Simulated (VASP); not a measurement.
# CaH: relaxation of cell and atoms with PBEsol

Crystal: CaH.

```
CELL_PARAMETERS angstrom
3.22711 0.00000 0.00000
0.00000 3.22711 0.00000
0.00000 0.00000 7.63078
ATOMIC_POSITIONS crystal
Ca 0.50000 0.50000 0.00000
Ca 0.50000 0.50000 0.50000
H 0.00000 0.00000 0.64921
H 0.00000 0.00000 0.35079
```

The cell was built by a generator and needn't be a form met in nature.

```
Program                : VASP 6.6.1
Task                   : relaxation of cell and atoms
Functional             : PBEsol
Potentials or basis    : VASP PAW PBE potentials, release 64 (Ca_sv, H)
Cutoff                 : 600 eV
k mesh                 : 8 × 8 × 4
Occupations            : gaussian, width 0.05 eV
Spin                   : no spin polarisation
Further INCAR settings : ALGO = Normal; EDIFF = 1e-06; IBRION = 2; EDIFFG = -0.005; NSW = 60; ISIF = 3
```

The relaxed volume is 18.32 Å³/atom and the relaxed cell is a = 3.205 Å, b = 3.205 Å, c = 7.134 Å, α = 90.00°, β = 90.00°, γ = 90.00°. The space group after relaxing (to 0.05 Å) is P4/mmm (No. 123). The energy gained by relaxing is 8.0 meV/atom, the ionic steps are 17 and the pressure after relaxing is 0.0 GPa. The band gap on the k mesh is none (metal or under the smearing width).

Step by step:
```
step  energy change (eV)  largest force (eV/Å)  pressure (GPa)  volume (Å³)
   1              0.0000                0.0014           -1.03        79.47
   2             -0.0083                0.0238           -0.65        78.01
   3             -0.0139                0.0593            0.00        75.79
   4             -0.0140                0.0642            0.09        75.49
   5             -0.0162                0.0727            0.08        75.33
   6             -0.0223                0.1010            0.00        74.84
   7             -0.0191                0.1313           -0.14        73.79
   8             -0.0244                0.1154           -0.06        74.46
   9             -0.0269                0.0962           -0.06        74.17
  10             -0.0306                0.0421           -0.01        73.27
  11             -0.0307                0.0326            0.00        73.11
  12             -0.0320                0.0020            0.08        73.05
  13             -0.0320                0.0052            0.07        73.05
  14             -0.0320                0.0046            0.07        73.05
  15             -0.0320                0.0033            0.08        73.05
  16             -0.0320                0.0041            0.07        73.05
  17             -0.0320                0.0016           -0.02        73.30
```

Final structure:
```
Ca H
1.0
     3.20530    0.00000    0.00000
     0.00000    3.20530    0.00000
     0.00000    0.00000    7.13418
Ca H
2 2
Direct
  0.50000 0.50000 0.00000
  0.50000 0.50000 0.50000
  0.00000 0.00000 0.66238
  0.00000 0.00000 0.33762
```

Levels at points of the mesh, in eV from the Fermi level:
| k point | band 7 | band 8 | band 9 | band 10 | band 11 | band 12 | band 13 | band 14 | band 15 |
| --- | --- | --- | --- | --- | --- | --- | --- | --- | --- |
| (0.00, 0.00, 0.00) | -22.65 | -22.65 | -6.94 | -4.26 | -2.73 | 0.21 | 0.38 | 0.81 | 3.19 |
| (0.50, 0.00, 0.00) | -22.83 | -22.61 | -4.61 | -3.89 | -1.56 | 0.42 | 1.12 | 1.18 | 1.51 |
| (0.50, 0.50, 0.00) | -23.08 | -22.78 | -4.75 | -1.62 | -0.66 | 0.17 | 0.17 | 1.18 | 2.65 |
| (0.00, 0.00, 0.50) | -22.65 | -22.65 | -6.69 | -5.15 | -1.32 | -0.10 | 0.48 | 0.69 | 2.52 |
| (0.50, 0.00, 0.50) | -22.85 | -22.61 | -4.64 | -3.83 | -0.78 | -0.63 | 0.93 | 1.33 | 1.58 |
| (0.50, 0.50, 0.50) | -23.08 | -22.79 | -4.68 | -2.25 | 0.27 | 0.82 | 0.82 | 0.86 | 0.86 |

Run time: 4.3 min on 1 thread of Intel(R) Xeon(R) 6975P-C (Granite Rapids), with other jobs on the host, peak memory 0.27 GiB.

Caveat: the PAW data sets were made with another functional, which shifts forces and pressure a little.
